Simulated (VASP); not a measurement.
# Ru (P6_3/mmc) in VASP: settings compared

The runs below take Ru through band structure, with RPBE, PBE, PBE+D3(BJ), r2SCAN+rVV10.

Everything below comes from runs of VASP 6.6.1. Logs are shortened: lines on timing, memory, paths and dates and some standing lists are left out, and cuts for length are marked.

## (1) The crystal as given

It takes space group P6_3/mmc (No. 194, hexagonal). Conventional cell: a = 2.731 Å, b = 2.731 Å, c = 4.320 Å, α = 90.00°, β = 90.00°, γ = 120.00°. Ru (site symmetry -6m2) has 12 Ru at 2.67 to 2.73 Å as nearest neighbours.

## (2) Band structure, RPBE

Input file INCAR:

```
SYSTEM = Ru
ALGO     = Normal         ! electronic algorithm
EDIFF    = 1E-7           ! SCF threshold, eV
ENCUT    = 520            ! plane-wave cutoff, eV
GGA      = RP             ! functional
ICORELEVEL= 1            
ISIF     = 2              ! what is computed and relaxed
ISMEAR   = 1              ! smearing method
LASPH    = .TRUE.         ! aspherical terms in the spheres
LCHARG   = .FALSE.        ! write CHGCAR
LMAXMIX  = 4              ! l up to which the mixer works
LREAL    = .FALSE.        ! projectors in reciprocal space
LWAVE    = .FALSE.        ! write WAVECAR
NBANDS   = 21             ! bands
NELM     = 80             ! most SCF steps
PREC     = Accurate       ! precision mode
SIGMA    = 0.1            ! smearing width, eV
```

Input file KPOINTS:

```
k-points
0
G
  15 15 9
  0 0 0
```

Input file POSCAR:

```
Ru                                      
1.0
    2.7311999491      0.0000000000      0.0000000000
   -1.3655999745      2.3652885413      0.0000000000
    0.0000000000      0.0000000000      4.3200286487
  Ru            
     2
Direct
     0.3333333300000021    0.6666666699999979    0.2500000000000000
     0.6666666699999979    0.3333333300000021    0.7500000000000000
```

Input file KPOINTS_OPT:

```
explicit points
141
Reciprocal
 0.0000000000  0.0000000000  0.0000000000 1
 0.0357142857  0.0000000000  0.0000000000 1
 0.0714285714  0.0000000000  0.0000000000 1
 0.1071428571  0.0000000000  0.0000000000 1
 0.1428571429  0.0000000000  0.0000000000 1
 0.1785714286  0.0000000000  0.0000000000 1
[... 133 lines left out ...]
 0.5000000000  0.0000000000  0.5000000000 1
 0.5000000000  0.0000000000  0.0000000000 1
```

Potentials or basis: VASP PAW PBE potentials, release 64 (Ru_pv).

Command:

```console
cat potpaw_PBE.64/Ru_pv/POTCAR > POTCAR
mpirun -np 1 vasp_std > vasp.out
```

OUTCAR:

```text
SYSTEM = Ru
   EDIFF = 1E-7
   ENCUT = 520
   GGA = RP
   ISIF = 2
   ISMEAR = 1
   LASPH = .TRUE.
   LREAL = .FALSE.
   NELM = 80
   PREC = Accurate

 ion  position               nearest neighbor table
   1  0.333  0.667  0.250-   2 2.67   2 2.67   2 2.67   2 2.67   2 2.67   2 2.67
   2  0.667  0.333  0.750-   1 2.67   1 2.67   1 2.67   1 2.67   1 2.67   1 2.67

  LATTYP: Found a hexagonal cell.
 ALAT       =     2.7311999491
 C/A-ratio  =     1.5817328388

  Lattice vectors:

 A1 = (   2.7311999491,   0.0000000000,   0.0000000000)
 A2 = (  -1.3655999745,   2.3652885413,   0.0000000000)
 A3 = (   0.0000000000,   0.0000000000,   4.3200286487)

Analysis of symmetry for initial positions (statically):
=====================================================================
 Subroutine PRICEL returns:
 Original cell was already a primitive cell.

 Routine SETGRP: Setting up the symmetry group for a
 hexagonal supercell.

 Subroutine GETGRP returns: Found 24 space group operations
 (whereof 12 operations were pure point group operations)
 out of a pool of 24 trial point group operations.

The static configuration has the point symmetry D_3d.
 The point group associated with its full space group is D_6h.

Analysis of symmetry for dynamics (positions and initial velocities):
=====================================================================
 Subroutine PRICEL returns:
 Original cell was already a primitive cell.

 Routine SETGRP: Setting up the symmetry group for a
 hexagonal supercell.

 Subroutine GETGRP returns: Found 24 space group operations
 (whereof 12 operations were pure point group operations)
 out of a pool of 24 trial point group operations.

The dynamic configuration has the point symmetry D_3d.
 The point group associated with its full space group is D_6h.

 Subroutine INISYM returns: Found 24 space group operations
 (whereof 12 operations are pure point group operations),
 and found     1 'primitive' translations

----------------------------------------------------------------------------------------

                                     Primitive cell

  volume of cell :      27.9077

  direct lattice vectors                    reciprocal lattice vectors
     2.731199949  0.000000000  0.000000000     0.366139433  0.211390700  0.000000000
[... 85 lines left out ...]
   NELM   =     80;   NELMIN=  2; NELMDL= -5     # of ELM steps
   EDIFF  = 0.1E-06   stopping-criterion for ELM
   LREAL  =      F    real-space projection
   EDIFFG = 0.1E-05   stopping-criterion for IOM
   NSW    =      0    number of steps for IOM
   IBRION =     -1    ionic relax: 0-MD 1-quasi-New 2-CG
   NFREE  =      0    steps in history (QN), initial steepest desc. (CG)
   ISIF   =      2    stress and relaxation
   ISYM   =      2    0-nonsym 1-usesym 2-fastsym
   POTIM  = 0.5000    time-step for ionic-motion
   TEBEG  =    0.0;   TEEND  =   0.0 temperature during run
   PSTRESS=    0.0 pullay stress
   NELECT =      28.0000    total number of electrons
   NUPDOWN=      -1.0000    fix difference up-down
   EMIN   =  10.00;   EMAX   =-10.00  energy-range for DOS
   EFERMI =   0.00;   METHOD = LEGACY
   ISMEAR =     1;   SIGMA  =   0.10  broadening in eV -4-tet -1-fermi 0-gaus
   EFERMI_NEDOS =   21; number of points for ismear=-14 and -15
   IALGO  =     38    algorithm
   IMIX   =      4    mixing-type and parameters
     AMIX     =   0.40;   BMIX     =  1.00
     AMIX_MAG =   1.60;   BMIX_MAG =  1.00
  volume/ion in A,a.u.               =      13.95        94.17
  Fermi-wavevector in a.u.,A,eV,Ry     =   1.638901  3.097074 36.545207  2.685997
  Thomas-Fermi vector in A             =   2.729797
   LORBIT       =      0    0 simple, 1 ext, 2 COOP (PROOUT), +10 PAW based schemes
   GGA     = RP    functional components
   LHFCALC =     F    Hartree Fock is set to
   AEXX    =    0.0000 exact exchange contribution
   IVDW    =     0    specifies the selected vdW correction
   LEPSILON=     F    determine dielectric tensor
   LRPA    =     F    only Hartree local field effects (RPA)
 non-spin polarized calculation
 Methfessel and Paxton  Order N= 1 SIGMA  =   0.10
  energy-cutoff  :      520.00
  volume of cell :       27.91
 maximum number of plane-waves:       770
   NGX = 11   NGY = 11   NGZ = 17

 number of electron      28.0000014 magnetization

 Free energy of the ion-electron system (eV)
  ---------------------------------------------------
  ext. energy  EPLUGINS =         0.00000000
  ---------------------------------------------------
  free energy    TOTEN  =       -17.17903765 eV

  energy without entropy =      -17.17761833  energy(sigma->0) =      -17.17856454

 the core state eigenenergies are
   1-  1s -21917.8632  2s  -3138.2354  2p  -2808.7694  3s   -539.9207  3p   -431.6929
       3d   -257.6861  4s    -60.5581
   2-  1s -21917.8632  2s  -3138.2354  2p  -2808.7694  3s   -539.9207  3p   -431.6929
       3d   -257.6861  4s    -60.5581

 E-fermi :  12.4003     XC(G=0): -13.8756

 val. band max:       12.3984772881   @ k =   0.2667   0.2000   0.2222
 cond. band min:      12.4270978963   @ k =   0.4667   0.0667   0.3333
 fundamental gap:      0.0286206082
 Fermi energy:        12.4003410097

 k-point     1 :       0.0000    0.0000    0.0000
  band No.  band energies     occupation
      1     -31.1297      2.00000
      2     -30.2847      2.00000
      3     -30.2847      2.00000
      4     -30.1283      2.00000
      5     -30.1283      2.00000
      6     -30.0857      2.00000
[... 277 lines left out ...]
     20      22.9619      0.00000
     21      22.9624      0.00000

------------------------ aborting loop because EDIFF is reached ----------------------------------------

  FORCE on cell =-STRESS in cart. coord.  units (eV):
  Direction    XX          YY          ZZ          XY          YZ          ZX
  --------------------------------------------------------------------------------------
  -------------------------------------------------------------------------------------
  Total        0.0120338      0.0120338      0.0106622      0.0000000      0.0000000     -0.0000000
  in kB        0.6908605      0.6908605      0.6121146      0.0000000      0.0000000     -0.0000000
  external PRESSURE =       0.6646118 kB  Pullay stress =       0.0000000 kB

 VOLUME and BASIS-vectors are now :
 -----------------------------------------------------------------------------
  energy-cutoff  :      520.00
  volume of cell :       27.91
      direct lattice vectors                 reciprocal lattice vectors
     2.731199949  0.000000000  0.000000000     0.366139433  0.211390700  0.000000000
    -1.365599975  2.365288541  0.000000000     0.000000000  0.422781400  0.000000000
     0.000000000  0.000000000  4.320028649     0.000000000  0.000000000  0.231479946

 POSITION                                       TOTAL-FORCE (eV/Angst)
 -----------------------------------------------------------------------------------
     -0.00000      1.57686      1.08001        -0.000000     -0.000000      0.000000
      1.36560      0.78843      3.24002         0.000000      0.000000      0.000000
 -----------------------------------------------------------------------------------
    total drift:                               -0.000005      0.000003     -0.000000

  FREE ENERGIE OF THE ION-ELECTRON SYSTEM (eV)
  ---------------------------------------------------
  free  energy   TOTEN  =       -17.1790376516 eV

  energy  without entropy=      -17.1776183274  energy(sigma->0) =      -17.17856454
```

stdout:

```text
POSCAR found type information on POSCAR Ru
 POSCAR found :  1 types and       2 ions
 scaLAPACK will be used
 -----------------------------------------------------------------------------
|                                                                             |
|                                                                             |
|     You enforced a specific xc type in the INCAR file but a different       |
|     I HOPE YOU KNOW WHAT YOU ARE DOING!                                     |
|                                                                             |
 -----------------------------------------------------------------------------

 LDA part: xc-table for (Slater+PW92), standard interpolation
 POSCAR, INCAR and KPOINTS ok, starting setup
 FFT: planning ... GRIDC
 FFT: planning ... GRID_SOFT
 FFT: planning ... GRID
 WAVECAR not read
 entering main loop
 Start KPOINTS_OPT (optional k-point list driver)
k-point batch [1-135\141]
k-point batch [136-141\141]
```

Wall time 42 s (1 thread of Intel Xeon 6975P-C (Granite Rapids), shared host); peak memory 0.22 GiB.

Results:

```
Free energy             : -17.1790 eV
Pressure                : 0.1 GPa
Band gap along the path : none (metal or under the smearing width)
```

Levels at the corners of the path, in eV from the Fermi level:
```csv
point,band 11,band 12,band 13,band 14,band 15,band 16,band 17,band 18
Γ,-2.29,-1.82,-1.82,-1.32,-1.32,1.15,1.15,1.31
M,-1.97,-1.71,-1.44,1.37,1.77,1.84,3.94,5.96
M,-1.97,-1.71,-1.44,1.37,1.77,1.84,3.94,5.96
K,-2.71,-2.71,-1.01,0.98,0.98,1.39,6.86,7.09
K,-2.71,-2.71,-1.01,0.98,0.98,1.39,6.86,7.09
Γ,-2.29,-1.82,-1.82,-1.32,-1.32,1.15,1.15,1.31
Γ,-2.29,-1.82,-1.82,-1.32,-1.32,1.15,1.15,1.31
A,-2.63,-2.63,-2.59,-2.59,0.53,0.53,0.53,0.53
A,-2.63,-2.63,-2.59,-2.59,0.53,0.53,0.53,0.53
L,-0.99,-0.99,0.46,0.46,1.61,1.61,3.32,3.32
L,-0.99,-0.99,0.46,0.46,1.61,1.61,3.32,3.32
H,-2.60,-2.60,-1.11,-1.11,1.19,1.19,8.23,8.23
H,-2.60,-2.60,-1.11,-1.11,1.19,1.19,8.23,8.23
A,-2.63,-2.63,-2.59,-2.59,0.53,0.53,0.53,0.53
L,-0.99,-0.99,0.46,0.46,1.61,1.61,3.32,3.32
M,-1.97,-1.71,-1.44,1.37,1.77,1.84,3.94,5.96
K,-2.71,-2.71,-1.01,0.98,0.98,1.39,6.86,7.09
H,-2.60,-2.60,-1.11,-1.11,1.19,1.19,8.23,8.23
```

Core levels (eV, on the scale of the bands):
```csv
atom,levels
1 Ru,"1s -21917.9, 2s -3138.2, 2p -2808.8, 3s -539.9, 3p -431.7, 3d -257.7, 4s -60.6"
2 Ru,"1s -21917.9, 2s -3138.2, 2p -2808.8, 3s -539.9, 3p -431.7, 3d -257.7, 4s -60.6"
```

Caveat: the PAW data sets were made with another functional, which shifts forces and pressure a little.

## (3) Band structure, PBE

This run uses another cell than the first one, of 13.76 Å³/atom, 0.986 times its volume.

Input file INCAR:

```
SYSTEM = Ru
ALGO = Normal ; EDIFF = 1E-7
ENCUT = 520 ; GGA = PE
ICORELEVEL = 1 ; ISIF = 2
ISMEAR = 1 ; LASPH = .TRUE.
LCHARG = .FALSE. ; LMAXMIX = 4
LREAL = .FALSE. ; LWAVE = .FALSE.
NBANDS = 21 ; NELM = 80
PREC = Accurate ; SIGMA = 0.1
```

KPOINTS is that of step 2.

Input file POSCAR:

```
Ru                                      
1.0
    2.7179493510     -0.0000000000      0.0000000000
   -1.3589746755      2.3538131866      0.0000000000
    0.0000000000      0.0000000000      4.3005684543
  Ru            
     2
Direct
     0.3333333300000021    0.6666666699999979    0.2500000000000000
     0.6666666699999979    0.3333333300000021    0.7500000000000000
```

KPOINTS_OPT is that of step 2.

Potentials or basis: VASP PAW PBE potentials, release 64 (Ru_pv).

Command:

```console
cat potpaw_PBE.64/Ru_pv/POTCAR > POTCAR
mpirun -np 1 vasp_std > vasp.out
```

OUTCAR:

```text
SYSTEM = Ru
   EDIFF = 1E-7
   ENCUT = 520
   GGA = PE
   ISIF = 2
   ISMEAR = 1
   LASPH = .TRUE.
   LREAL = .FALSE.
   NELM = 80
   PREC = Accurate

 ion  position               nearest neighbor table
   1  0.333  0.667  0.250-   2 2.66   2 2.66   2 2.66   2 2.66   2 2.66   2 2.66
   2  0.667  0.333  0.750-   1 2.66   1 2.66   1 2.66   1 2.66   1 2.66   1 2.66

  LATTYP: Found a hexagonal cell.
 ALAT       =     2.7179493510
 C/A-ratio  =     1.5822842514

  Lattice vectors:
[... 482 lines left out ...]

------------------------ aborting loop because EDIFF is reached ----------------------------------------

  FORCE on cell =-STRESS in cart. coord.  units (eV):
  Direction    XX          YY          ZZ          XY          YZ          ZX
  --------------------------------------------------------------------------------------
  -------------------------------------------------------------------------------------
  Total        0.0046115      0.0046115     -0.0004046     -0.0000000     -0.0000000     -0.0000000
  in kB        0.2685451      0.2685451     -0.0235588     -0.0000000     -0.0000000     -0.0000000
  external PRESSURE =       0.1711772 kB  Pullay stress =       0.0000000 kB

 VOLUME and BASIS-vectors are now :
 -----------------------------------------------------------------------------
  energy-cutoff  :      520.00
  volume of cell :       27.51
      direct lattice vectors                 reciprocal lattice vectors
     2.717949351  0.000000000  0.000000000     0.367924443  0.212421276  0.000000000
    -1.358974676  2.353813187  0.000000000     0.000000000  0.424842552  0.000000000
     0.000000000  0.000000000  4.300568454     0.000000000  0.000000000  0.232527400

 POSITION                                       TOTAL-FORCE (eV/Angst)
 -----------------------------------------------------------------------------------
     -0.00000      1.56921      1.07514         0.000000      0.000000      0.000000
      1.35897      0.78460      3.22543        -0.000000      0.000000      0.000000
 -----------------------------------------------------------------------------------
    total drift:                               -0.000004      0.000003     -0.000000

  FREE ENERGIE OF THE ION-ELECTRON SYSTEM (eV)
  ---------------------------------------------------
  free  energy   TOTEN  =       -18.4724634683 eV

  energy  without entropy=      -18.4710753580  energy(sigma->0) =      -18.47200076
```

OSZICAR:

```text
N       E                     dE             d eps       ncg     rms          rms(c)
DAV:   1     0.287233129581E+03    0.28723E+03   -0.17659E+04  5694   0.148E+03
DAV:   2    -0.140905322039E+02   -0.30132E+03   -0.29226E+03  5825   0.444E+02
DAV:   3    -0.197892305299E+02   -0.56987E+01   -0.56615E+01  6695   0.685E+01
[... 19 lines left out ...]
DAV:   8    -0.286607207635E+05   -0.74313E-07     4231
       N       E                     dE             ncg
DAV:   1     0.130797690158E+06   -0.56422E+04      252
DAV:   2     0.128946827606E+06   -0.18509E+04      262
DAV:   3     0.128913257296E+06   -0.33570E+02      292
DAV:   4     0.128912987812E+06   -0.26948E+00      312
DAV:   5     0.128912985130E+06   -0.26823E-02      277
DAV:   6     0.128912985029E+06   -0.10088E-03      273
DAV:   7     0.128912985029E+06   -0.37730E-06      241
DAV:   8     0.128912985029E+06   -0.36089E-08      176
```

It took 44 s on 1 thread of Intel Xeon 6975P-C (Granite Rapids), shared host; peak memory 0.22 GiB.

What came out:

```
Free energy             : -18.4725 eV
Pressure                : 0.0 GPa
Band gap along the path : none (metal or under the smearing width)
```

Levels at the corners of the path, in eV from the Fermi level:
| point | band 11 | band 12 | band 13 | band 14 | band 15 | band 16 | band 17 | band 18 |
| --- | --- | --- | --- | --- | --- | --- | --- | --- |
| Γ | -2.35 | -1.86 | -1.86 | -1.34 | -1.34 | 1.18 | 1.18 | 1.30 |
| M | -2.02 | -1.75 | -1.47 | 1.41 | 1.82 | 1.89 | 4.01 | 6.05 |
| M | -2.02 | -1.75 | -1.47 | 1.41 | 1.82 | 1.89 | 4.01 | 6.05 |
| K | -2.77 | -2.77 | -1.04 | 1.01 | 1.01 | 1.43 | 6.95 | 7.16 |
| K | -2.77 | -2.77 | -1.04 | 1.01 | 1.01 | 1.43 | 6.95 | 7.16 |
| Γ | -2.35 | -1.86 | -1.86 | -1.34 | -1.34 | 1.18 | 1.18 | 1.30 |
| Γ | -2.35 | -1.86 | -1.86 | -1.34 | -1.34 | 1.18 | 1.18 | 1.30 |
| A | -2.69 | -2.69 | -2.64 | -2.64 | 0.55 | 0.55 | 0.55 | 0.55 |
| A | -2.69 | -2.69 | -2.64 | -2.64 | 0.55 | 0.55 | 0.55 | 0.55 |
| L | -1.02 | -1.02 | 0.46 | 0.46 | 1.66 | 1.66 | 3.37 | 3.37 |
| L | -1.02 | -1.02 | 0.46 | 0.46 | 1.66 | 1.66 | 3.37 | 3.37 |
| H | -2.65 | -2.65 | -1.14 | -1.14 | 1.22 | 1.22 | 8.35 | 8.35 |
| H | -2.65 | -2.65 | -1.14 | -1.14 | 1.22 | 1.22 | 8.35 | 8.35 |
| A | -2.69 | -2.69 | -2.64 | -2.64 | 0.55 | 0.55 | 0.55 | 0.55 |
| L | -1.02 | -1.02 | 0.46 | 0.46 | 1.66 | 1.66 | 3.37 | 3.37 |
| M | -2.02 | -1.75 | -1.47 | 1.41 | 1.82 | 1.89 | 4.01 | 6.05 |
| K | -2.77 | -2.77 | -1.04 | 1.01 | 1.01 | 1.43 | 6.95 | 7.16 |
| H | -2.65 | -2.65 | -1.14 | -1.14 | 1.22 | 1.22 | 8.35 | 8.35 |

Core levels (eV, on the scale of the bands):
| atom | levels |
| --- | --- |
| 1 Ru | 1s -21917.7, 2s -3138.1, 2p -2808.6, 3s -539.7, 3p -431.5, 3d -257.5, 4s -60.4 |
| 2 Ru | 1s -21917.7, 2s -3138.1, 2p -2808.6, 3s -539.7, 3p -431.5, 3d -257.5, 4s -60.4 |

(Part 1 of 2 ends here.)
